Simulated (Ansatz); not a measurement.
Crystal: HfC.

```
Hf C
1.0
     0.00000    2.32500    2.32500
     2.32500    0.00000    2.32500
     2.32500    2.32500    0.00000
Hf C
1 1
Direct
  0.50000 0.50000 0.50000
  0.00000 0.00000 0.00000
```

Base run:

| Property | Result |
| --- | --- |
| Program | Ansatz 0.2.0 |
| Functional | LDA |
| Potentials or basis | Ansatz PAW |
| Cutoff | 420 eV (not typed: the program's choice for these potentials) |
| k mesh | 10 × 10 × 10 |
| Occupations | fermi-dirac, width 0.05 eV |
| Spin | no spin polarisation |

Its results: band gap on the k mesh none (metal or under the smearing width); pressure -11.9 GPa.

Problem. After a change of settings the same cell gave: band gap on the k mesh none (metal or under the smearing width); pressure -6.5 GPa. Which change was it?
A. functional from LDA to PBE
B. functional from LDA to revPBE
C. k mesh from 10 × 10 × 10 to 7 × 7 × 7; spin from no spin polarisation to spin-orbit coupling, no magnetisation; potential files from those of the base run to others of the same set
D. functional from LDA to PBEsol

Solution. D.

PBEsol binds less tightly than LDA, so the same cell stands under more pressure.

Caveats: spin-orbit coupling is left out, which moves the levels of the heavy elements; the PAW data sets come from PBE, with cores solved anew for the run's functional, which leaves a small shift of forces and pressure.
